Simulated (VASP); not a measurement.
## HfB3: single point with PBE

HfB3:

```
CELL_PARAMETERS angstrom
3.38939 0.00000 0.00000
0.00000 3.38939 0.00000
0.00000 0.00000 3.38939
ATOMIC_POSITIONS crystal
Hf 0.00000 0.00000 0.00000
B 0.50000 0.50000 0.00000
B 0.50000 0.00000 0.50000
B 0.00000 0.50000 0.50000
```

The cell comes from a database or a generator and needn't be the stable form of this composition.

| Property | Result |
| --- | --- |
| Program | VASP 6.6.1 |
| Task | single point |
| Functional | PBE |
| Potentials or basis | VASP PAW PBE potentials, release 64 (Hf_pv, B) |
| Cutoff | 520 eV |
| k mesh | 6 × 6 × 6 |
| Occupations | gaussian, width 0.1 eV |
| Spin | no spin polarisation |
| Dipole correction | no |
| Further INCAR settings | ALGO = Normal; EDIFF = 1e-06; NBANDS = 18 |

| Item | Value |
| --- | --- |
| Pressure | 1.0 GPa |
| Band gap on the k mesh | none (metal or under the smearing width) |

Levels at points of the mesh, in eV from the Fermi level:
| k point | band 7 | band 8 | band 9 | band 10 | band 11 | band 12 |
| --- | --- | --- | --- | --- | --- | --- |
| (0.00, 0.00, 0.00) | -3.10 | -3.10 | -3.10 | 2.90 | 2.90 | 2.90 |
| (0.50, 0.00, 0.00) | -4.06 | -3.78 | -0.63 | 0.77 | 0.77 | 2.70 |
| (0.50, 0.50, 0.00) | -6.86 | -2.51 | -2.51 | 0.90 | 1.22 | 3.06 |
| (0.50, 0.50, 0.50) | -6.49 | -3.68 | -3.68 | -3.68 | 5.46 | 5.48 |

Wall time 15 s on 1 thread of Intel(R) Xeon(R) Platinum 8488C (Sapphire Rapids), on a shared host, peak memory 0.16 GiB.

The run has no spin-orbit coupling, so splittings on Hf are missing.
